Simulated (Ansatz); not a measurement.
## Au: equation of state with PBE+D4

**Experimental background.**

“Exploring toroidal anvil profiles for larger sample volumes above 4 Mbar”, 2024, pmc:11102561 quotes, for a bulk crystal of Au: bulk modulus 167 GPa.

Crystal: Au.

```
CELL_PARAMETERS angstrom
0.00000 2.03500 2.03500
2.03500 0.00000 2.03500
2.03500 2.03500 0.00000
ATOMIC_POSITIONS crystal
Au 0.00000 0.00000 0.00000
```

```json
{
 "Program": "Ansatz 0.2.0",
 "Task": "equation of state",
 "Functional": "PBE",
 "Dispersion": "D4",
 "Potentials or basis": "Ansatz PAW",
 "Cutoff": "420 eV",
 "Density cutoff": "1680 eV",
 "k mesh": "11 × 11 × 11",
 "Occupations": "fermi-dirac, width 0.05 eV",
 "Spin": "no spin polarisation"
}
```

```yaml
Equilibrium_volume: 17.32 Å³/atom
Bulk_modulus: 163 GPa
Pressure_derivative_of_the_bulk_modulus: 5.7
```

Energy against volume, from the lowest point:
```
volume (Å³/atom)  energy (meV/atom)
          15.843              77.45
          16.181              43.74
          16.518              20.41
          16.855               6.20
          17.192               0.00
          17.529               0.82
          17.866               7.81
```

All runs of the series together: 2.5 s on 2 threads of INTEL(R) XEON(R) PLATINUM 8581C CPU @ 2.30GHz (Emerald Rapids), with other jobs on the host.

Measured bulk modulus of Au: 167 GPa (quoted in “Exploring toroidal anvil profiles for larger sample volumes above 4 Mbar”, 2024, pmc:11102561). This calculation gives 163 GPa (-2.2 %). The fit is for a static lattice scaled at fixed shape and fixed fractional positions.

Spin-orbit coupling is left out, which matters for the levels of Au.
